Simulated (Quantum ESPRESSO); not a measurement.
## BP in Quantum ESPRESSO: the effect of functional

Crystal: BP.

```xyz
2
Lattice="0.0000 2.2690 2.2690 2.2690 0.0000 2.2690 2.2690 2.2690 0.0000" Properties=species:S:1:pos:R:3 pbc="T T T"
P     3.4035    3.4035    3.4035
B     0.0000    0.0000    0.0000
```

Alike in all runs:

| Quantity | Value |
| --- | --- |
| Program | Quantum ESPRESSO 7.5 |
| Task | dielectric tensor |
| Cutoff | 612 eV |
| Density cutoff | 4898 eV |
| k mesh | 8 × 8 × 8, shifted |
| Occupations | fermi-dirac, width 0.05 eV |
| Spin | no spin polarisation |

| functional | potentials or basis | pressure (GPa) | dielectric constant (mean) |
| --- | --- | --- | --- |
| LDA | GBRV 1.5 LDA | -4.9 | 9.20 |
| PBE | GBRV 1.5 PBE | 0.9 | 9.15 |
| PBEsol | GBRV 1.5 PBEsol | -1.9 | 9.31 |
| WC | GBRV 1.5 PBE | -1.7 | 9.31 |
| BLYP | GBRV 1.5 PBE | ? | ? |
| AM05 | GBRV 1.5 PBE | -2.3 | 9.35 |

Q: What does the run with functional BLYP give?

A: Pressure 6.9 GPa; dielectric constant 8.79 mean.

Caveats: the potentials were made for another functional, which shifts forces and pressure (some runs); the cell is more than 3 GPa from zero pressure, which shifts response properties (some runs).
